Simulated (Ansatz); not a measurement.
# SnTe (Fm-3m) in Ansatz: further runs, part 2 of 2

Ansatz 0.2.0.

### Step 4. Phonons, LDA

Contents of input.yaml:

```yaml
crystal:
  lattice:
    - [0.0, 3.15085, 3.15085]
    - [3.15085, 0.0, 3.15085]
    - [3.15085, 3.15085, 0.0]
  atoms:
    - { symbol: Te, position: [0.5, 0.5, 0.5] }
    - { symbol: Sn, position: [0.0, 0.0, 0.0] }
kpoints:
  mp_grid: { grid: [5, 5, 5] }
scf:
  occupations: { method: fermi_dirac, width: 0.05 }
hamiltonian:
  xc: lda
  pseudopotentials: { kind: all_electron, lapw: { basis_error: 0.001 } }
output: {}
phonons:
  method: fd
  supercell: [1, 1, 1]
```

Potentials or basis: all-electron LAPW, scalar-relativistic.

Command:

```sh
$ ansatz run input.yaml --threads 1 --pin off --max-ram 3072MiB --backend cpu --events-out ev --progress --plain --runs-dir out
```

Log:

```text
Warning: RAYON_NUM_THREADS=1 ignored (pool sized by the plan → 1); use --threads N
LAPW: plane waves up to 7.272 Å⁻¹, error target 1.0e-3 eV per atom; small_component_spin mean_spin; Sn in spheres of 1.542 Å, 22 of its electrons in bands, Dirac shells []; Te in spheres of 1.514 Å, 24 of its electrons in bands, Dirac shells [] (how accurate: hamiltonian.pseudopotentials.lapw.basis_error, Limitations)
Engine: ansatz 0.2.0, aarch64-unknown-linux-gnu
Pseudopotentials: kind: all_electron
Pseudopotential: Te, LAPW, valence charge 24, lapw/all_electron/scalar/gaussian/Te, Koelling and Harmon's equation, gaussian nucleus
Pseudopotential: Sn, LAPW, valence charge 22, lapw/all_electron/scalar/gaussian/Sn, Koelling and Harmon's equation, gaussian nucleus
Functional definition: SPW92
  exchange = slater_x
  correlation = pw_c
Crystal: 2 atoms, lattice volume = 62.562 Å³
Basis set: ecut = 201.48368837140362 eV, 411 PW (Γ), exchange–correlation at level 2
Bands: 28, of which v1, the nominal top of the filled ones, is band 23 counted from 1 (22 counted from 0)
Symmetry: 48 space group operations
k-points: 10 of 125
Non-local potential: Te, projectors of the file, none
Non-local potential: Sn, projectors of the file, none
Initial density: superposition of atomic densities (chi_scale 0.1, normalization cell, long waves kept (reshape's long-wave potential 0.00 eV rms))
Initial wavefunctions: plane waves of lowest kinetic energy (no species holds an atomic orbital)
Functional: x = slater, c = lda
iter 1 solved again at ethr=4.30e-4 eV; its pass at ethr=1.00e-1 eV (dr2=1.98e-1 eV) is discarded
SCF iter   1: F=—  HF=-352677.305608 eV  |F-HF|=—  |Δ(HF+E_count)|=         —  Δρ=1.22e-2  dr2=1.98e-1  ethr=4.30e-4  ⟨swp⟩=2.7  Hψ=1791  notcnv=0
preconditioner: auto → none  [insulator: Δε(μ)=0.947 eV  Ē_g=17.435 eV  σ=0.050 eV  W_gap=1.00  n_scr=14 (ndim 8)  ℏωp=21.0 eV  f_vac=0.029  D(μ)=0.00/eV (n_scr^D=0)  ε∞_Penn≈2.5]
iter 2 solved again at ethr=1.80e-5 eV; its pass at ethr=4.30e-4 eV (dr2=8.28e-3 eV) is discarded
SCF iter   2: F=—  HF=-352677.249917 eV  |F-HF|=—  |Δ(HF+E_count)|=   5.57e-2  Δρ=3.95e-3  dr2=8.29e-3  ethr=1.80e-5  ⟨swp⟩=2.0  Hψ=1454  notcnv=0
SCF iter   3: F=—  HF=-352677.243650 eV  |F-HF|=—  |Δ(HF+E_count)|=   6.27e-3  Δρ=2.30e-3  dr2=3.79e-3  ethr=1.80e-5  ⟨swp⟩=2.0  Hψ=834  notcnv=0
SCF iter   4: F=—  HF=-352677.243293 eV  |F-HF|=—  |Δ(HF+E_count)|=   3.57e-4  Δρ=7.64e-4  dr2=3.73e-4  ethr=8.25e-6  ⟨swp⟩=2.0  Hψ=832  notcnv=0
SCF iter   5: F=—  HF=-352677.243206 eV  |F-HF|=—  |Δ(HF+E_count)|=   8.66e-5  Δρ=1.24e-4  dr2=9.12e-6  ethr=8.10e-7  ⟨swp⟩=2.0  Hψ=832  notcnv=0
SCF iter   6: F=—  HF=-352677.243206 eV  |F-HF|=—  |Δ(HF+E_count)|=   6.57e-7  Δρ=1.25e-5  dr2=6.97e-8  ethr=1.98e-8  ⟨swp⟩=2.0  Hψ=832  notcnv=0
SCF iter   7: F=—  HF=-352677.243206 eV  |F-HF|=—  |Δ(HF+E_count)|=   2.03e-8  Δρ=2.10e-6  dr2=2.10e-9  ethr=1.52e-10  ⟨swp⟩=2.0  Hψ=832  notcnv=0
SCF iter   8: F=-352677.243206 eV  HF=-352677.243206 eV  |F-HF|=2.33e-10  |Δ(HF+E_count)|=   1.51e-9  Δρ=2.92e-7  dr2=4.82e-11  ethr=4.57e-12  ⟨swp⟩=2.4  Hψ=837  notcnv=0
SCF 1 converged in 8 iterations: F = -352677.243206 eV  dr2 = 4.82e-11
Symmetry: 8 space group operations
k-points: 18 of 125 (time reversal used)
Initial density: handed on by an earlier stage of this run
Initial wavefunctions: plane waves of lowest kinetic energy (no species holds an atomic orbital; no wavefunctions were taken with the density)
iter 1 solved again at ethr=9.74e-8 eV; its pass at ethr=1.00e-1 eV (dr2=4.48e-5 eV) is discarded
SCF iter   1: F=—  HF=-352677.243245 eV  |F-HF|=—  |Δ(HF+E_count)|=         —  Δρ=2.22e-4  dr2=3.58e-5  ethr=9.74e-8  ⟨swp⟩=5.3  Hψ=4266  notcnv=0
preconditioner: auto → none  [insulator: Δε(μ)=0.887 eV  Ē_g=17.647 eV  σ=0.050 eV  W_gap=1.00  n_scr=14 (ndim 8)  ℏωp=21.0 eV  f_vac=0.054  D(μ)=0.00/eV (n_scr^D=0)  ε∞_Penn≈2.4]
SCF iter   2: F=—  HF=-352677.243235 eV  |F-HF|=—  |Δ(HF+E_count)|=   1.00e-5  Δρ=8.87e-5  dr2=3.66e-6  ethr=7.79e-8  ⟨swp⟩=2.0  Hψ=1497  notcnv=0
SCF iter   3: F=—  HF=-352677.243234 eV  |F-HF|=—  |Δ(HF+E_count)|=   6.28e-7  Δρ=2.49e-5  dr2=4.88e-7  ethr=7.96e-9  ⟨swp⟩=2.0  Hψ=1497  notcnv=0
iter 4 solved again at ethr=3.28e-11 eV; its pass at ethr=1.06e-9 eV (dr2=1.51e-8 eV) is discarded
SCF iter   4: F=—  HF=-352677.243234 eV  |F-HF|=—  |Δ(HF+E_count)|=   1.36e-7  Δρ=4.24e-6  dr2=1.51e-8  ethr=3.28e-11  ⟨swp⟩=2.0  Hψ=2527  notcnv=0
SCF iter   5: F=-352677.243234 eV  HF=-352677.243234 eV  |F-HF|=0.00e0  |Δ(HF+E_count)|=   2.39e-9  Δρ=1.02e-6  dr2=5.00e-10  ethr=3.27e-11  ⟨swp⟩=2.0  Hψ=1497  notcnv=0
SCF 2 converged in 5 iterations: F = -352677.243234 eV  dr2 = 5.00e-10
iter 1 solved again at ethr=1.80e-7 eV; its pass at ethr=1.00e-1 eV (dr2=8.29e-5 eV) is discarded
SCF iter   1: F=—  HF=-352677.243258 eV  |F-HF|=—  |Δ(HF+E_count)|=         —  Δρ=2.65e-4  dr2=7.39e-5  ethr=1.80e-7  ⟨swp⟩=5.2  Hψ=4207  notcnv=0
iter 2 solved again at ethr=9.29e-9 eV; its pass at ethr=1.61e-7 eV (dr2=4.27e-6 eV) is discarded
SCF iter   2: F=—  HF=-352677.243236 eV  |F-HF|=—  |Δ(HF+E_count)|=   2.29e-5  Δρ=9.73e-5  dr2=4.27e-6  ethr=9.29e-9  ⟨swp⟩=2.0  Hψ=2526  notcnv=0
SCF iter   3: F=—  HF=-352677.243234 eV  |F-HF|=—  |Δ(HF+E_count)|=   1.58e-6  Δρ=3.62e-5  dr2=9.87e-7  ethr=9.29e-9  ⟨swp⟩=2.0  Hψ=1497  notcnv=0
SCF iter   4: F=—  HF=-352677.243234 eV  |F-HF|=—  |Δ(HF+E_count)|=   1.82e-7  Δρ=6.39e-6  dr2=2.63e-8  ethr=2.15e-9  ⟨swp⟩=2.0  Hψ=1497  notcnv=0
SCF iter   5: F=—  HF=-352677.243234 eV  |F-HF|=—  |Δ(HF+E_count)|=   6.17e-9  Δρ=1.38e-6  dr2=1.00e-9  ethr=5.71e-11  ⟨swp⟩=2.0  Hψ=1497  notcnv=0
SCF iter   6: F=-352677.243234 eV  HF=-352677.243234 eV  |F-HF|=0.00e0  |Δ(HF+E_count)|=  1.75e-10  Δρ=1.81e-7  dr2=1.74e-11  ethr=2.75e-12 (applied; sched 2.18e-12)  ⟨swp⟩=2.1  Hψ=1498  notcnv=0
SCF 3 converged in 6 iterations: F = -352677.243234 eV  dr2 = 1.74e-11
SCF converged after 8 iterations
Free energy (F): -352677.243206 eV
Harris-Foulkes:  -352677.243206 eV  (|F-HF|=2.33e-10)
Internal energy: -352677.243161 eV  (E = F + TS)
E sigma→0 (E₀):  -352677.243183 eV
Entropy (-TS):   -0.000045 eV (-0.022 meV/atom)
Fermi energy:    11.772273 eV
--- Per-component energies (eV) ---
  E_band       = -1847.982416
  E_kinetic    = 371626.759371
  E_xc         = -8987.525387
  E_electrostatic = -715316.477145  (all electrons and nuclei)
  E_smearing   = -0.000045  (= −TS)
  E_closure    = 0.000000  (closes the sum)
  E_atoms      = -352668.424347  (free atoms, spherical and without spin; not in F)
  Σ components = -352677.243206   (vs F -352677.243206, Δ=0.00e0)
  Basis errors (estimates in eV, not in F): energy 3.2e-4 per atom: plane waves 3.2e-4 (1.8e-4 summed), levels above the bands 1.4e-43, relativity 2.3e-9, radial functions 4.7e-6, core shells 1.8e-9; eigenvalues (radial functions only) 5.6e-7; not estimated: angular momenta, meshes, grids; target (lapw.basis_error) 1.0e-3; muffin-tin radii Sn 1.542 Å, Te 1.514 Å
--- Forces (eV/Å), atoms counted from 1 ---
  atom   1  Te     0.00000000    -0.00000000    -0.00000000
  atom   2  Sn     0.00000000    -0.00000000     0.00000000
  max |Σ_I F_I| component: 9.29e-31 eV/Å
--- Band table (eV; the first three rows and the last of 10) ---
  k-point 0: bands = ["-147.4075", "-117.7102", "-97.6250", "-97.6250", "-97.6250", "-73.6286", "-73.6286", "-73.6286", "-25.2223", "-25.2223", "-25.2161", "-25.2161", "-25.2161", "-10.0620", "-10.0620", "-10.0527", "-10.0527", "-10.0527", "-1.1374", "6.8581", "9.5910", "9.5910", "9.5910", "14.9969", "14.9969", "14.9969", "16.5443", "16.5443"]
  k-point 1: bands = ["-147.4075", "-117.7102", "-97.6250", "-97.6250", "-97.6250", "-73.6287", "-73.6287", "-73.6287", "-25.2223", "-25.2223", "-25.2160", "-25.2159", "-25.2159", "-10.0639", "-10.0639", "-10.0522", "-10.0506", "-10.0506", "-0.8105", "5.4604", "9.6590", "9.6590", "10.4652", "13.6876", "13.6876", "13.7115", "16.5832", "17.3376"]
  k-point 2: bands = ["-147.4075", "-117.7102", "-97.6250", "-97.6250", "-97.6250", "-73.6287", "-73.6287", "-73.6287", "-25.2221", "-25.2221", "-25.2158", "-25.2155", "-25.2155", "-10.0674", "-10.0674", "-10.0514", "-10.0467", "-10.0467", "-0.0573", "3.6520", "9.8803", "9.8803", "11.2974", "12.2284", "12.2826", "12.2826", "18.3642", "19.4787"]
  k-point 9: bands = ["-147.4075", "-117.7102", "-97.6250", "-97.6250", "-97.6250", "-73.6287", "-73.6287", "-73.6287", "-25.2224", "-25.2219", "-25.2159", "-25.2154", "-25.2150", "-10.0744", "-10.0628", "-10.0515", "-10.0471", "-10.0429", "0.3795", "4.1448", "7.3141", "7.3874", "10.4744", "12.8235", "15.6948", "16.0701", "17.0746", "18.5681"]
--- Phonons: 2 displaced members + reference (amplitude 0.01 Å, Σ member SCF iterations 11) ---
  symmetry images taken by strict's conditions (phonons.symmetry_images: auto; settled by no image being taken that strict refuses)
  ASR residual: 8.036e-4 → 0.000e0 eV/Å²; symmetrization residual: 4.058e-4 eV/Å²
  largest component of a force at the reference: 8.5e-31 eV/Å
  ASR residual per site (eV/Å²): 2.93e-4 8.04e-4
  Γ frequencies (cm⁻¹): -49.68 -49.68 -49.68 0.00 0.00 0.00
  density of states and harmonic sums: on the 17×17×17 q-mesh, interpolated from the force constants of a 1×1×1 supercell (no non-analytic term)
  largest difference from the sums on the solved wave vectors: F 0.00e0 eV, S 0.00e0 and C_V 0.00e0 eV/K
  zero-point energy: -0.000000 eV/cell   skipped modes (ω ≤ 0): 990, of them read as no rigid motion or as one in doubt: 987 (5.999e0 modes/cell left out, lowest -49.68 cm⁻¹)   left out of the sums: 1.00e0 of the cell's modes: C_V's classical limit lies that fraction below 3 k_B per atom; for a crystal, a wire or a layer, F and S can be off by more, and a phonons.interpolated_qmesh denser along its periods is the remedy for the sampling
```

phthermo.tsv:

```text
# format = ansatz-phthermo/1
# interpolated_qmesh = 17 17 17
# force_constants_supercell = 1 1 1
# non_analytic_term = not included (the non-analytic LO-TO correction is not applied to the interpolated dynamical matrix; polar crystals: no LO-TO splitting at GAMMA, and LO and other optical branches, acoustic branches and sound speeds, and with them the density of states and the thermodynamics, can be off between the wave vectors that the force constants were sampled on, most near GAMMA; a larger extent of the force constants narrows that region and is not shown to mend the acoustic slopes)
# zero_point_energy_ev = -0.0000000000e0
# n_skipped_modes = 990
# share_of_modes_left_out = 1.0000000000e0
# vibrations_at_or_below_zero_n_entries = 987
# vibrations_at_or_below_zero_modes_per_cell = 5.9993893751e0
# vibrations_at_or_below_zero_lowest_omega_inv_cm = -49.683
# rigid_motions_known_by = geometry
# t_k	f_vib_ev	s_ev_per_k	c_v_ev_per_k
0.0000	0.0000000000e0	0.0000000000e0	0.0000000000e0
10.0000	0.0000000000e0	0.0000000000e0	0.0000000000e0
20.0000	0.0000000000e0	0.0000000000e0	0.0000000000e0
30.0000	0.0000000000e0	0.0000000000e0	0.0000000000e0
40.0000	0.0000000000e0	0.0000000000e0	0.0000000000e0
50.0000	0.0000000000e0	0.0000000000e0	0.0000000000e0
[... 93 lines left out ...]
990.0000	0.0000000000e0	0.0000000000e0	0.0000000000e0
1000.0000	0.0000000000e0	0.0000000000e0	0.0000000000e0
```

It took 19 s on 1 thread of Arm Neoverse V1, shared host; peak memory 0.27 GiB.

What came out:

```yaml
Free_energy: -352677.2432 eV
Highest_phonon_frequency_at_Γ_LO-TO_splitting_left_out: 0 cm⁻¹
Most_unstable_mode: 50i cm⁻¹
```

Levels at points of the mesh, in eV from the Fermi level:
```
           k point  band 20  band 21  band 22  band 23  band 24  band 25  band 26  band 27
(0.00, 0.00, 0.00)    -4.91    -2.18    -2.18    -2.18     3.22     3.22     3.22     4.77
```

Phonon frequencies in cm⁻¹ (negative: imaginary):
```tsv
q point	frequencies
(0.000, 0.000, 0.000)	-50 -50 -50 0 0 0
```

Caveat: some modes are imaginary; this odd mesh misses L, where the gap lies, so gap, dielectric constants and Born charges aren't listed. Spin-orbit coupling is left out, which matters for the levels of Te.

### Step 5. Comparison with measurements

Step 3. Against the measured gap of SnTe, 0.18 eV (direct; 300 K; a printed reference work, textbook), the calculated 0.07 eV is off by -0.11 eV. Spin-orbit coupling on Sn, Te is left out. The value is that of RPBE, without temperature or zero-point motion. Semilocal functionals fall short of measured gaps as a rule.
